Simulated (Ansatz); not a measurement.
## Transmission past a defect: (4,0) C nanotube, N in place of one C

What does the defect do to the conductance?

Program: Ansatz 0.2.0. Level of theory: DFT PBE, plane waves, PAW; relaxation of a wire's period, in the first sound run; inputs show where later runs differ. Results are calculated unless marked as measured.

### Step 1. Starting point

The cell holds 16 atoms: 16 C. Cell: a = 9.932 Å, b = 9.932 Å, c = 4.260 Å, α = 90.0°, β = 90.0°, γ = 90.0°. Vacuum lies along a and b. The structure's axis is c.

### Step 2. Relaxation of atoms and period

Band widths follow the bond lengths, so the wire is relaxed first. The atoms and the third cell vector are free; the box across stays fixed as vacuum. A Fermi-Dirac smearing is set since the result may be a metal. The pressure printed is a third of the stress's trace over the whole box, vacuum included; only the stress along the axis is relaxed.

input.yaml reads:

```yaml
crystal:
  lattice:
    - [9.932, 0.0, 0.0]
    - [0.0, 9.932, 0.0]
    - [0.0, 0.0, 4.26]
  atoms:
    - { symbol: C, position: [0.342327829, 0.499977252, 0.0] }
    - { symbol: C, position: [0.499977252, 0.657626674, 0.0] }
    - { symbol: C, position: [0.499977252, 0.342327829, 0.0] }
    - { symbol: C, position: [0.657626674, 0.499977252, 0.0] }
    - { symbol: C, position: [0.342327829, 0.499977252, 0.333333333] }
    - { symbol: C, position: [0.499977252, 0.657626674, 0.333333333] }
    - { symbol: C, position: [0.499977252, 0.342327829, 0.333333333] }
    - { symbol: C, position: [0.657626674, 0.499977252, 0.333333333] }
    - { symbol: C, position: [0.388502276, 0.611452227, 0.5] }
    - { symbol: C, position: [0.388502276, 0.388502276, 0.5] }
    - { symbol: C, position: [0.611452227, 0.611452227, 0.5] }
    - { symbol: C, position: [0.611452227, 0.388502276, 0.5] }
    - { symbol: C, position: [0.388502276, 0.611452227, 0.833333333] }
    - { symbol: C, position: [0.388502276, 0.388502276, 0.833333333] }
    - { symbol: C, position: [0.611452227, 0.611452227, 0.833333333] }
    - { symbol: C, position: [0.611452227, 0.388502276, 0.833333333] }
kpoints:
  mp_grid: { grid: [1, 1, 19] }
scf:
  occupations: { method: fermi_dirac, width: 0.05 }
hamiltonian:
  xc: pbe
relax:
  cell: { fix: [a, b, alpha, beta, gamma] }
  max_steps: 60
```

Run with:

```console
$ ansatz run input.yaml --threads 4 --pin off --max-ram 16384MiB --backend cpu --events-out ev --progress --plain --runs-dir out
```

Numbers of over 12 decimals in the logs are rounded to 6 here.

The program printed:

```text
Engine: ansatz 0.2.0, aarch64-unknown-linux-gnu
Pseudopotentials: kind: paw
Pseudopotential: C, paw, valence charge 4, recommended cutoff 420 eV (normal), C.paw.azcp
Functional definition: PBE
  parameter kappa = 0.804
  parameter beta = 0.066725
  exchange = pbe_x(kappa = kappa, mu = beta*pi^2/3)
  correlation = pbe_c(beta = beta)
Crystal: 16 atoms, lattice volume = 420.226 Å³
Basis set: ecut = 420 eV, 8195 PW (Γ), exchange–correlation on 144×144×60 points (8 copies of the dense FFT grid, shifted against one another)
Bands: 48, of which v1, the nominal top of the filled ones, is band 32 counted from 1 (31 counted from 0)
Symmetry: 16 space group operations
Space group: P4/mmm (ITA 123), of the structure as read, at distance tolerance 7.5e-5 Å
k-points: 10 of 19
Non-local potential: C, projectors of the file, l = 0: 2, l = 1: 2, l = 2: 1
PAW form: soft (Blöchl's): semilocal exchange-correlation on the pseudo side does not see the compensation charge
PAW one-centre angular grid: C, 110 points (default); XC on 64 Gauss nodes
Initial density: superposition of atomic densities (neutral atoms: chi_scale 0, normalization atom), corrected by the library's trained network
Initial wavefunctions: pseudopotential atomic-orbital guess
Functional: x = pbe(κ = 0.804, μ = 0.219515), c = pbe(β = 0.066725)
SCF iter   1: F=—  HF=-4000.759177 eV  |F-HF|=—  |Δ(HF+E_count)|=         —  Δρ=7.08e-3  dr2=1.08e-1  ethr=1.77e-3  ⟨swp⟩=12.1  Hψ=3260  notcnv=0  defer=55
preconditioner: auto → LDOS  [metal: Δε(μ)=0.043 eV  Ē_g=14.052 eV  σ=0.050 eV  W_gap=0.21  n_scr=54 (ndim 8)  ℏωp=14.5 eV  f_vac=0.637  D(μ)=8.24/eV (n_scr^D=42)  β→1.0]
SCF iter   2: F=—  HF=-4000.778898 eV  |F-HF|=—  |Δ(HF+E_count)|=   1.97e-2  Δρ=1.54e-3  dr2=7.97e-3  ethr=1.68e-4  ⟨swp⟩=3.9  Hψ=994  notcnv=0  defer=86
SCF iter   3: F=—  HF=-4000.781795 eV  |F-HF|=—  |Δ(HF+E_count)|=   2.90e-3  Δρ=4.31e-4  dr2=7.21e-4  ethr=1.25e-5  ⟨swp⟩=2.4  Hψ=808  notcnv=0  defer=86
SCF iter   4: F=—  HF=-4000.782224 eV  |F-HF|=—  |Δ(HF+E_count)|=   4.30e-4  Δρ=1.54e-4  dr2=1.09e-4  ethr=1.13e-6  ⟨swp⟩=2.1  Hψ=761  notcnv=0  defer=86
SCF iter   5: F=—  HF=-4000.782314 eV  |F-HF|=—  |Δ(HF+E_count)|=   8.99e-5  Δρ=4.37e-5  dr2=5.08e-6  ethr=1.71e-7  ⟨swp⟩=2.1  Hψ=729  notcnv=0  defer=86
SCF iter   6: F=—  HF=-4000.782473 eV  |F-HF|=—  |Δ(HF+E_count)|=   1.59e-4  Δρ=9.16e-6  dr2=3.35e-7  ethr=7.94e-9  ⟨swp⟩=2.1  Hψ=784  notcnv=0  defer=86
SCF iter   7: F=-4000.782475 eV  HF=-4000.782474 eV  |F-HF|=1.07e-7  |Δ(HF+E_count)|=   1.02e-6  Δρ=2.31e-6  dr2=2.17e-8  ethr=1.56e-10  ⟨swp⟩=5.0  Hψ=1768  notcnv=0
SCF 1 converged in 7 iterations: F = -4000.782475 eV  dr2 = 2.17e-8
  greatest PAW one-centre occupation: 0.684 electrons in one spin orbital (limit 2), on the C atom at site 15 (counted from 0), in its partial waves of l = 0
relax step   1: F+E_penalty+E_count = -4000.78247460 eV  Δ(F+E_penalty+E_count) = +0.000e0 eV  max|allowed force component| = 2.360e0 eV/Å  Δτ_max = 0.0000 Å  P = +8.733 GPa  Ω = 420.226 Å³  fix = [a, b, alpha, beta, gamma]  reactions: a +11.211, b +11.211 GPa  (7 SCF iters, dr2 threshold 1.00e-7 eV, accepted)
Crystal: 16 atoms, lattice volume = 419.466 Å³
Basis set: ecut = 420 eV, 8187 PW (Γ), exchange–correlation on 144×144×60 points (8 copies of the dense FFT grid, shifted against one another)
Initial density: handed on by an earlier stage of this run
Initial wavefunctions: those handed on with the density
iter 1 solved again at ethr=1.33e-3 eV; its pass at ethr=3.10e-3 eV (dr2=8.49e-1 eV) is discarded
SCF iter   1: F=—  HF=-4002.717880 eV  |F-HF|=—  |Δ(HF+E_count)|=         —  Δρ=1.41e-2  dr2=7.98e-1  ethr=1.33e-3  ⟨swp⟩=2.8  Hψ=2095  notcnv=0
preconditioner: auto → LDOS  [insulator: Δε(μ)=0.211 eV  Ē_g=13.456 eV  σ=0.050 eV  W_gap=0.60  n_scr=54 (ndim 8)  ℏωp=14.5 eV  f_vac=0.624  D(μ)=5.19/eV (n_scr^D=22)  ε∞_Penn≈2.2  β→1.0]
SCF iter   2: F=—  HF=-4002.560762 eV  |F-HF|=—  |Δ(HF+E_count)|=   1.57e-1  Δρ=7.41e-3  dr2=3.24e-1  ethr=1.25e-3  ⟨swp⟩=3.8  Hψ=1268  notcnv=0  defer=8
SCF iter   3: F=—  HF=-4002.484123 eV  |F-HF|=—  |Δ(HF+E_count)|=   7.66e-2  Δρ=1.12e-3  dr2=3.85e-3  ethr=5.06e-4  ⟨swp⟩=3.2  Hψ=852  notcnv=0  defer=53
SCF iter   4: F=—  HF=-4002.485169 eV  |F-HF|=—  |Δ(HF+E_count)|=   1.05e-3  Δρ=2.47e-4  dr2=2.31e-4  ethr=6.01e-6  ⟨swp⟩=2.0  Hψ=810  notcnv=0  defer=71
SCF iter   5: F=—  HF=-4002.485422 eV  |F-HF|=—  |Δ(HF+E_count)|=   2.53e-4  Δρ=7.26e-5  dr2=3.33e-5  ethr=3.62e-7  ⟨swp⟩=2.0  Hψ=806  notcnv=0  defer=71
SCF iter   6: F=—  HF=-4002.485423 eV  |F-HF|=—  |Δ(HF+E_count)|=   5.54e-7  Δρ=1.49e-5  dr2=1.77e-6  ethr=5.20e-8  ⟨swp⟩=2.0  Hψ=697  notcnv=0  defer=71
SCF iter   7: F=-4002.485423 eV  HF=-4002.485423 eV  |F-HF|=1.80e-7  |Δ(HF+E_count)|=   4.11e-7  Δρ=4.55e-6  dr2=6.84e-8  ethr=2.50e-9  ⟨swp⟩=5.0  Hψ=1602  notcnv=0
SCF 2 converged in 7 iterations: F = -4002.485423 eV  dr2 = 6.84e-8
  greatest PAW one-centre occupation: 0.672 electrons in one spin orbital (limit 2), on the C atom at site 12 (counted from 0), in its partial waves of l = 0
relax step   2: F+E_penalty+E_count = -4002.48542312 eV  Δ(F+E_penalty+E_count) = -1.703e0 eV  max|allowed force component| = 1.492e0 eV/Å  Δτ_max = 0.0628 Å  P = +3.198 GPa  Ω = 419.466 Å³  energy of the carried Pulay correction = +8.605e-4 eV  fix = [a, b, alpha, beta, gamma]  reactions: a +5.514, b +5.514 GPa  (7 SCF iters, dr2 threshold 1.60e-6 eV, accepted)
Crystal: 16 atoms, lattice volume = 412.635 Å³
Basis set: ecut = 420 eV, 8033 PW (Γ), exchange–correlation on 144×144×60 points (8 copies of the dense FFT grid, shifted against one another)
iter 1 solved again at ethr=1.35e-3 eV; its pass at ethr=3.10e-3 eV (dr2=8.62e-1 eV) is discarded
SCF iter   1: F=—  HF=-4003.385720 eV  |F-HF|=—  |Δ(HF+E_count)|=         —  Δρ=1.59e-2  dr2=8.43e-1  ethr=1.35e-3  ⟨swp⟩=3.1  Hψ=2370  notcnv=0  defer=3
preconditioner: auto → LDOS  [metal: Δε(μ)=0.004 eV  Ē_g=13.318 eV  σ=0.050 eV  W_gap=0.02  n_scr=54 (ndim 8)  ℏωp=14.6 eV  f_vac=0.609  D(μ)=3.23/eV (n_scr^D=8)  β→1.0]
SCF iter   2: F=—  HF=-4003.270183 eV  |F-HF|=—  |Δ(HF+E_count)|=   1.16e-1  Δρ=8.19e-3  dr2=5.29e-1  ethr=1.32e-3  ⟨swp⟩=4.0  Hψ=1213  notcnv=0  defer=3
SCF iter   3: F=—  HF=-4003.111487 eV  |F-HF|=—  |Δ(HF+E_count)|=   1.59e-1  Δρ=9.88e-4  dr2=2.15e-3  ethr=8.26e-4  ⟨swp⟩=3.1  Hψ=861  notcnv=0  defer=29
SCF iter   4: F=—  HF=-4003.111056 eV  |F-HF|=—  |Δ(HF+E_count)|=   4.30e-4  Δρ=1.77e-4  dr2=6.83e-5  ethr=3.35e-6  ⟨swp⟩=2.3  Hψ=847  notcnv=0  defer=79
SCF iter   5: F=—  HF=-4003.111204 eV  |F-HF|=—  |Δ(HF+E_count)|=   1.48e-4  Δρ=3.66e-5  dr2=4.03e-6  ethr=1.07e-7  ⟨swp⟩=2.0  Hψ=706  notcnv=0  defer=79
SCF iter   6: F=-4003.111208 eV  HF=-4003.111208 eV  |F-HF|=9.84e-8  |Δ(HF+E_count)|=   3.54e-6  Δρ=1.06e-5  dr2=5.29e-7  ethr=2.50e-9  ⟨swp⟩=5.0  Hψ=1732  notcnv=0
SCF 3 converged in 6 iterations: F = -4003.111208 eV  dr2 = 5.29e-7
  greatest PAW one-centre occupation: 0.666 electrons in one spin orbital (limit 2), on the C atom at site 7 (counted from 0), in its partial waves of l = 0
relax step   3: F+E_penalty+E_count = -4003.11120756 eV  Δ(F+E_penalty+E_count) = -6.258e-1 eV  max|allowed force component| = 2.345e-1 eV/Å  Δτ_max = 0.0666 Å  P = +0.389 GPa  Ω = 412.635 Å³  energy of the carried Pulay correction = +8.665e-3 eV  fix = [a, b, alpha, beta, gamma]  reactions: a -0.403, b -0.403 GPa  (6 SCF iters, dr2 threshold 1.60e-6 eV, accepted)
[...]
relax step   4: F+E_penalty+E_count = -4003.13962144 eV  Δ(F+E_penalty+E_count) = -2.841e-2 eV  max|allowed force component| = 9.463e-2 eV/Å  Δτ_max = 0.0088 Å  P = -0.052 GPa  Ω = 415.832 Å³  energy of the carried Pulay correction = +4.997e-3 eV  fix = [a, b, alpha, beta, gamma]  reactions: a -0.029, b -0.029 GPa  (5 SCF iters, dr2 threshold 1.60e-6 eV, accepted)
[...]
relax step   5: F+E_penalty+E_count = -4003.14013822 eV  Δ(F+E_penalty+E_count) = -5.168e-4 eV  max|allowed force component| = 1.879e-2 eV/Å  Δτ_max = 0.0008 Å  P = -0.051 GPa  Ω = 415.953 Å³  energy of the carried Pulay correction = +4.858e-3 eV  fix = [a, b, alpha, beta, gamma]  reactions: a -0.039, b -0.039 GPa  (3 SCF iters, dr2 threshold 5.60e-7 eV, accepted)
[...]
relax step   6: F+E_penalty+E_count = -4003.14030284 eV  Δ(F+E_penalty+E_count) = -1.646e-4 eV  max|allowed force component| = 8.784e-3 eV/Å  Δτ_max = 0.0003 Å  P = +0.015 GPa  Ω = 415.825 Å³  energy of the carried Pulay correction = +5.005e-3 eV  fix = [a, b, alpha, beta, gamma]  reactions: a -0.016, b -0.016 GPa  (4 SCF iters, dr2 threshold 2.21e-8 eV, accepted)
[...]
relax step   7: F+E_penalty+E_count = -4003.14021502 eV  Δ(F+E_penalty+E_count) = +8.782e-5 eV  max|allowed force component| = 5.737e-4 eV/Å  Δτ_max = 0.0000 Å  P = -0.018 GPa  Ω = 415.919 Å³  energy of the carried Pulay correction = +4.897e-3 eV  fix = [a, b, alpha, beta, gamma]  reactions: a -0.021, b -0.021 GPa  (4 SCF iters, dr2 threshold 1.43e-8 eV, accepted)
Initial wavefunctions: pseudopotential atomic-orbital guess (no wavefunctions were taken with the density)
iter 1 solved again at ethr=6.71e-8 eV; its pass at ethr=3.10e-3 eV (dr2=4.29e-5 eV) is discarded
SCF iter   1: F=—  HF=-4003.135550 eV  |F-HF|=—  |Δ(HF+E_count)|=         —  Δρ=4.03e-5  dr2=8.51e-7  ethr=6.71e-8  ⟨swp⟩=8.7  Hψ=5483  notcnv=0  defer=4
preconditioner: auto → LDOS  [metal: Δε(μ)=0.048 eV  Ē_g=13.360 eV  σ=0.050 eV  W_gap=0.24  n_scr=54 (ndim 8)  ℏωp=14.6 eV  f_vac=0.614  D(μ)=3.06/eV (n_scr^D=8)  β→1.0]
SCF iter   2: F=—  HF=-4003.135671 eV  |F-HF|=—  |Δ(HF+E_count)|=   1.20e-4  Δρ=3.02e-6  dr2=1.76e-8  ethr=1.33e-9  ⟨swp⟩=2.2  Hψ=858  notcnv=0  defer=3
SCF iter   3: F=—  HF=-4003.135671 eV  |F-HF|=—  |Δ(HF+E_count)|=  1.50e-10  Δρ=5.10e-7  dr2=8.00e-10  ethr=2.74e-11  ⟨swp⟩=3.1  Hψ=986  notcnv=0  defer=3
SCF iter   4: F=-4003.135671 eV  HF=-4003.135671 eV  |F-HF|=1.50e-11  |Δ(HF+E_count)|=  2.05e-11  Δρ=1.02e-7  dr2=2.97e-11  ethr=1.00e-12  ⟨swp⟩=5.0  Hψ=1732  notcnv=0
SCF 8 converged in 4 iterations: F = -4003.135671 eV  dr2 = 2.97e-11
relax step   8: F+E_penalty+E_count = -4003.13567051 eV  Δ(F+E_penalty+E_count) = +4.545e-3 eV  max|allowed force component| = 7.891e-4 eV/Å  Δτ_max = 0.0000 Å  P = -0.024 GPa  Ω = 415.919 Å³  fix = [a, b, alpha, beta, gamma]  reactions: a -0.014, b -0.014 GPa  stress off target by 4.50e-2 GPa on what of the cell is left free  SCF on the basis re-selected at this cell (its energy is not comparable with the rows above)  (4 SCF iters)
basis re-selected at this cell: Δ(F+E_penalty+E_count) = +4.545e-3 eV, ΔP = -0.006 GPa vs the last step (what re-selecting the basis moved, of the pressure what is left beyond the Pulay correction that the steps carried, after the strain that the cell walked since its last selection, with what the two solves' SCF thresholds leave and, on support functions, any second-order correction that the steps lacked; it is no m [...]
SCF converged after 4 iterations
Free energy (F): -4003.135671 eV
Harris-Foulkes:  -4003.135671 eV  (|F-HF|=1.50e-11)
Internal energy: -4003.113420 eV  (E = F + TS)
E sigma→0 (E₀):  -4003.124545 eV
Entropy (-TS):   -0.022251 eV (-1.391 meV/atom)
Fermi energy:    -1.685232 eV
--- Per-component energies (eV) ---
  E_band       = -619.658622
  E_kinetic    = 1442.455251
  E_local      = -12735.138496  (includes V_loc(G=0)·N_el)
  E_nonlocal   = 435.012881
  E_hartree    = 5644.022259
  E_xc         = -762.451308
  E_vxc        = -943.685888  (∫ρ·V_xc dr)
  E_paw        = -1587.503432  (= ΣΔE_a)
  E_vpaw       = -106.347228  (= ΣTr[D̂ρ^β])
  E_aug_tail   = 0.000119  (compensation charges beyond the density's cutoff)
  E_ewald      = 3560.489307
  E_smearing   = -0.022251  (= −TS)
  E_closure    = -0.000000  (closes the sum)
  Σ components = -4003.135671   (vs F -4003.135671, Δ=0.00e0)
--- Forces (eV/Å), atoms counted from 1 ---
  atom   1  C     -0.00019365     0.00000000     0.00078910
  atom   2  C     -0.00000000     0.00019365     0.00078910
  atom   3  C     -0.00000000    -0.00019365     0.00078910
  atom   4  C      0.00019365     0.00000000     0.00078910
  atom   5  C     -0.00019365    -0.00000000    -0.00078910
  atom   6  C     -0.00000000     0.00019365    -0.00078910
  atom   7  C     -0.00000000    -0.00019365    -0.00078910
  atom   8  C      0.00019365     0.00000000    -0.00078910
  atom   9  C      0.00008178    -0.00008178     0.00028133
  atom  10  C      0.00008178     0.00008178     0.00028133
  atom  11  C     -0.00008178    -0.00008178     0.00028133
  atom  12  C     -0.00008178     0.00008178     0.00028133
  atom  13  C      0.00008178    -0.00008178    -0.00028133
  atom  14  C      0.00008178     0.00008178    -0.00028133
  atom  15  C     -0.00008178    -0.00008178    -0.00028133
  atom  16  C     -0.00008178     0.00008178    -0.00028133
  max |Σ_I F_I| component: 2.17e-19 eV/Å
--- Stress (GPa, compression-positive) ---
       -0.014227       0.000000       0.000000
        0.000000      -0.014227       0.000000
        0.000000       0.000000      -0.045013
  P = ⅓ Tr σ = -0.0245 GPa (-0.245 kbar)
--- Relaxed structure (7 steps of the walk, 7 accepted, 1 SCFs on fresh bases) ---
  F+E_penalty+E_count = -4003.13567051 eV   max|allowed force component| = 7.891e-4 eV/Å   (the final SCF, on the basis selected at the relaxed cell)
  cell:  # Å, volume = 415.9193 Å³
    - [9.932, 0.0, 0.0]
    - [0.0, 9.932, 0.0]
    - [0.0, 0.0, 4.216340]
  atoms:
    - { symbol: C, position: [0.330193, 0.499977251625, 0.00206696] }
    - { symbol: C, position: [0.499977251625, 0.669762, 0.00206696] }
    - { symbol: C, position: [0.499977251625, 0.330193, 0.00206696] }
    - { symbol: C, position: [0.669762, 0.499977251625, 0.00206696] }
    - { symbol: C, position: [0.330193, 0.499977251625, 0.331266] }
    - { symbol: C, position: [0.499977251625, 0.669762, 0.331266] }
    - { symbol: C, position: [0.499977251625, 0.330193, 0.331266] }
    - { symbol: C, position: [0.669762, 0.499977251625, 0.331266] }
    - { symbol: C, position: [0.379906, 0.620048, 0.502108] }
    - { symbol: C, position: [0.379906, 0.379906, 0.502108] }
    - { symbol: C, position: [0.620048, 0.620048, 0.502108] }
    - { symbol: C, position: [0.620048, 0.379906, 0.502108] }
    - { symbol: C, position: [0.379906, 0.620048, 0.831226] }
    - { symbol: C, position: [0.379906, 0.379906, 0.831226] }
    - { symbol: C, position: [0.620048, 0.620048, 0.831226] }
    - { symbol: C, position: [0.620048, 0.379906, 0.831226] }
```

Elapsed: 25 s, on 4 threads of Arm Neoverse V1, shared host; peak memory 0.88 GiB.

The steps of the relaxation:

| step | energy less that of the first step (eV) | largest force component (eV/Å) | pressure (GPa) | volume (Å³) |
| --- | --- | --- | --- | --- |
| 1 | 0.0000 | 2.3600 | 8.73 | 420.23 |
| 2 | -1.7029 | 1.4922 | 3.20 | 419.47 |
| 3 | -2.3287 | 0.2345 | 0.39 | 412.63 |
| 4 | -2.3571 | 0.0946 | -0.05 | 415.83 |
| 5 | -2.3577 | 0.0188 | -0.05 | 415.95 |
| 6 | -2.3578 | 0.0088 | 0.01 | 415.82 |
| 7 | -2.3577 | 0.0006 | -0.02 | 415.92 |
| 8* | -2.3532 | 0.0008 | -0.02 | 415.92 |

Relaxation steps marked * repeat the geometry before them on a plane-wave basis chosen anew for their cell, so energy and pressure can jump there.

Forces are held to the 16 operations that the run works with; a distortion that breaks them can't arise in this run.

| cell as run | before | after | change |
| --- | --- | --- | --- |
| c (Å) | 4.260 | 4.216 | -1.0 % |

The atoms that moved most (Å, along periodic axes as changes of fractional coordinates times the final cell, across vacuum about the mean position):

| atom | dx | dy | dz | length |
| --- | --- | --- | --- | --- |
| C11 | 0.085 | 0.085 | 0.009 | 0.121 |
| C15 | 0.085 | 0.085 | -0.009 | 0.121 |
| C9 | -0.085 | 0.085 | 0.009 | 0.121 |
| C12 | 0.085 | -0.085 | 0.009 | 0.121 |
| C13 | -0.085 | 0.085 | -0.009 | 0.121 |
| C16 | 0.085 | -0.085 | -0.009 | 0.121 |
| C10 | -0.085 | -0.085 | 0.009 | 0.121 |
| C14 | -0.085 | -0.085 | -0.009 | 0.121 |

This step gave:

```yaml
energy_at_zero_smearing: -4003.1245 eV
cell_length_along_the_wire: 4.216 Å
```

The cell's length comes to 4.216 Å with spin left out.

(Part 1 of 5 ends here.)

[Logs are printed without paths, hosts, clocks, repeated set-up lines and the standing remarks that a program may print on its own settings, such as how far it seeks lower states.]

[Hosts, paths, dates, database ids (printed as entryN), source tags and the programs' standing remarks are cut or masked in the printed files.]
